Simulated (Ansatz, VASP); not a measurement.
## One calculation of Si3Mo, two programs

INCAR

```
PREC = Accurate
ENCUT = 520
EDIFF = 1E-7
ISMEAR = 0
SIGMA = 0.1
LREAL = False
LASPH = True
NELM = 80
ALGO = Normal
ISIF = 2
LWAVE = False
LCHARG = False
GGA = PE
NBANDS = 21
```

KPOINTS

```
Automatic mesh
0
Gamma
  4 4 6
```

Contents of POSCAR:

```
Si3Mo
1.0
    4.5333032800      0.0000000000      0.0000000000
    0.0000000000      4.5333032800      0.0000000000
    0.0000000000      0.0000000000      3.1859305100
Si Mo
3 1
Direct
    0.5000000000      0.5000000000      0.0000000000
    0.5000000000      0.0000000000      0.5000000000
    0.0000000000      0.5000000000      0.5000000000
    0.0000000000      0.0000000000      0.0000000000
```

Input for Ansatz:

```yaml
crystal:
  lattice:
    - [4.53330328, 0.0, 0.0]
    - [0.0, 4.53330328, 0.0]
    - [0.0, 0.0, 3.18593051]
  atoms:
    - { symbol: Si, position: [0.5, 0.5, 0.0] }
    - { symbol: Si, position: [0.5, 0.0, 0.5] }
    - { symbol: Si, position: [0.0, 0.5, 0.5] }
    - { symbol: Mo, position: [0.0, 0.0, 0.0] }
basis:
  ecutwfc: 420
kpoints:
  mp_grid: { grid: [4, 4, 6] }
hamiltonian:
  xc: pbe
scf:
  occupations: { method: gaussian, width: 0.1 }
  lower_state_search: "off"
output:
  forces: true
  stress: true
  eigenvalues: true
```

Change from the starting cell: species swapped into the Fe3Co type (P4/mmm, No. 123).

Alike in both runs: task single point; functional PBE; k mesh 4 × 4 × 6; occupations gaussian, width 0.1 eV; no spin polarisation.

|  | VASP | Ansatz |
| --- | --- | --- |
| version | VASP 6.6.1 | Ansatz 0.2.0 |
| potentials or method | VASP PAW PBE potentials, release 64 (Si, Mo_sv) | scalar-relativistic, plane waves, PAW |
| plane-wave cutoff (eV) | 520 | 420 |
| valence electrons in the cell | 26 | 26 |

```tsv
	VASP	Ansatz	Ansatz less VASP
gap on the k mesh at the Fermi level (eV)	none	none	-
pressure (GPa)	-16.1	-16.2	-0.06
largest component of the traceless stress (GPa)	1.96	1.96	0.000
```

A gap of «none» marks a metal or a gap that the smearing closes.

Caveats: so large a pressure means that the cell lies far from this level's equilibrium, or that cutoff or potentials fall short (VASP).
